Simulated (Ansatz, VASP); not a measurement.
# One calculation of MgO, two programs

```
Mg O
1.0
     3.37245    0.00000    0.00000
    -1.68622    2.92063    0.00000
     0.00000    0.00000    4.48834
Mg O
2 2
Direct
  0.67070 0.34140 0.75000
  0.32930 0.65860 0.25000
  0.66370 0.32740 0.25000
  0.33630 0.67260 0.75000
```

Change from the starting cell: mode 5 frozen in at +0.024 Å, strain +e along z and -e/2 along x and y +0.0700.

Alike in both runs: task single point; functional PBEsol; k mesh 9 × 9 × 6; occupations gaussian, width 0.05 eV; no spin polarisation.

|  | VASP | Ansatz |
| --- | --- | --- |
| version | VASP 6.6.1 | Ansatz 0.2.0 |
| potentials or method | VASP PAW PBE potentials, release 64 (Mg, O) | scalar-relativistic, plane waves, PAW |
| plane-wave cutoff (eV) | 520 | 520 |
| valence electrons in the cell | 16 | 32 |

VASP gave:

* gap on the k mesh at the Fermi level (eV): 3.18
* least direct gap on the mesh (eV): 3.18
* pressure (GPa): 2.3
* largest component of the traceless stress (GPa): 10.54
* rms of the force components (eV/Å): 0.074

Q: Which values does Ansatz return?

A: gap on the k mesh at the Fermi level (eV): 3.18; least direct gap on the mesh (eV): 3.18; pressure (GPa): 2.6; largest component of the traceless stress (GPa): 10.38; rms of the force components (eV/Å): 0.073.

Atom by atom the forces differ by 0.001 eV/Å (rms over components). The two sets of potentials don't hold the same shells in valence. Ansatz warned: «pseudo_functional_mismatch».

Caveats: the PAW data sets were made with another functional, which shifts forces and pressure a little (VASP).
